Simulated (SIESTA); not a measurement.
TiO2:

```
Ti O
1.0
     4.59984    0.00000    0.00000
     0.00000    4.59984    0.00000
     0.00000    0.00000    2.95921
Ti O
2 4
Direct
  0.00000 0.00000 0.50000
  0.50000 0.50000 0.00000
  0.30432 0.30432 0.50000
  0.19568 0.80432 0.00000
  0.80432 0.19568 0.00000
  0.69568 0.69568 0.50000
```

The cell is a database's computed one.

Base run:

- Program: SIESTA 5.4.2
- Functional: PW86PBE
- Potentials or basis: PseudoDojo 0.4 standard (PBE files)
- Basis: DZP (energy shift 0.002 Ry)
- Grid cutoff: 800 Ry
- Energy shift: 0.002 Ry
- k mesh: 6 × 6 × 9
- Occupations: fermi-dirac, width 0.05 eV
- Spin: no spin polarisation

Its results: band gap on the k mesh 1.67 eV, direct; pressure 12.3 GPa; largest force 0.132 eV/Å.

Task: The run is repeated on the same cell with these changes: functional from PW86PBE to PBE; basis from DZP (energy shift 0.002 Ry) to SZ (energy shift 0.002 Ry). What comes out?

Result: Band gap on the k mesh 1.34 eV, direct; pressure 1.9 GPa; largest force 0.130 eV/Å.

Several settings changed at once, so the effect can't be laid on one alone.

Caveats: the basis of atomic orbitals isn't converged, which shifts pressures, moduli and gaps; semicore shells carry a single zeta, which can move pressures by several GPa and volumes by a few percent (some runs); the potentials were made for another functional, which shifts forces and pressure (some runs); the basis has no polarisation orbitals (some runs).
